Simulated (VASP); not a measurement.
# ZnSe: relaxed cell and band gap, by functional

ZnSe, F-43m (no. 216), 2 atoms in the cell.

| Functional | Volume (Å³/atom) | Change from the starting volume (fraction) | Gap, path and mesh (eV) | Time (s) |
|---|---|---|---|---|
| LDA | 21.68 | -0.047 | 1.27 | 59 |
| LDA (PW92) | 21.67 | -0.048 | 1.27 | 60 |
| LDA (VWN5) | 21.61 | -0.050 | 1.25 | 62 |
| LDA (Hedin-Lundqvist) | 21.69 | -0.047 | 1.26 | 57 |
| LDA (Wigner) | 22.31 | -0.020 | 1.07 | 62 |
| Slater exchange only | 23.04 | 0.013 | 0.91 | 58 |
| PBE exchange only | 27.94 | 0.228 | 0.48 | 104 |
| PBEsol | 22.44 | -0.014 | 1.22 | 60 |
| RPBE | 24.57 | 0.080 | 1.15 | 86 |

## Input of the first row

INCAR.step1:
```
PREC = Accurate
ENCUT = 600
EDIFF = 1E-7
ISMEAR = 0
SIGMA = 0.02
LREAL = False
LASPH = True
GGA_COMPAT = False
ALGO = Normal
NELM = 150
ISIF = 3
LWAVE = False
LCHARG = False
GGA = CA
IBRION = 2
EDIFFG = -0.005
NSW = 60
```

INCAR.step2, as INCAR.step1 but for:
```
- NSW = 60
+ NSW = 40
```

INCAR.step3, as INCAR.step2 but for:
```
- ISIF = 3
- IBRION = 2
- EDIFFG = -0.005
- NSW = 40
+ ISIF = 2
+ NBANDS = 16
```

KPOINTS:
```
k-points
0
Gamma
  6 6 6
```

KPOINTS_OPT:
```
path GXWKGLUWLK,UX
8
line-mode
reciprocal
 0.0000000000  0.0000000000  0.0000000000  G
 0.5000000000  0.0000000000  0.5000000000  X

 0.5000000000  0.0000000000  0.5000000000  X
 0.5000000000  0.2500000000  0.7500000000  W

 0.5000000000  0.2500000000  0.7500000000  W
 0.3750000000  0.3750000000  0.7500000000  K

 0.3750000000  0.3750000000  0.7500000000  K
 0.0000000000  0.0000000000  0.0000000000  G

 0.0000000000  0.0000000000  0.0000000000  G
 0.5000000000  0.5000000000  0.5000000000  L

 0.5000000000  0.5000000000  0.5000000000  L
 0.6250000000  0.2500000000  0.6250000000  U

 0.6250000000  0.2500000000  0.6250000000  U
 0.5000000000  0.2500000000  0.7500000000  W

 0.5000000000  0.2500000000  0.7500000000  W
 0.5000000000  0.5000000000  0.5000000000  L

 0.5000000000  0.5000000000  0.5000000000  L
 0.3750000000  0.3750000000  0.7500000000  K

 0.6250000000  0.2500000000  0.6250000000  U
 0.5000000000  0.0000000000  0.5000000000  X
```

POSCAR.step1:
```
ZnSe
1.0
    0.0000000000      2.8338000000      2.8338000000
    2.8338000000      0.0000000000      2.8338000000
    2.8338000000      2.8338000000      0.0000000000
Se Zn
1 1
Direct
    0.7500000000      0.7500000000      0.7500000000
    0.0000000000      0.0000000000      0.0000000000
```

Commands (each step's output is kept before the next begins):
```
cat potpaw_LDA.64/Se/POTCAR potpaw_LDA.64/Zn/POTCAR > POTCAR
cp INCAR.step1 INCAR
cp POSCAR.step1 POSCAR
mpirun -np 1 vasp_std > vasp.out
cp CONTCAR POSCAR
rm WAVECAR CHG
cp INCAR.step2 INCAR
mpirun -np 1 vasp_std > vasp.out
cp CONTCAR POSCAR
rm WAVECAR CHG
cp INCAR.step3 INCAR
mpirun -np 1 vasp_std > vasp.out
```

Changes of the last row against the first:
```
(all steps)
- GGA = CA
+ GGA = RP
- cat potpaw_LDA.64/Se/POTCAR potpaw_LDA.64/Zn/POTCAR > POTCAR
+ cat potpaw_PBE.64/Se/POTCAR potpaw_PBE.64/Zn/POTCAR > POTCAR
```

VASP 6.6.1 took 59 s on 1 core (Intel Xeon Platinum 8488C (Sapphire Rapids)), a shared host.
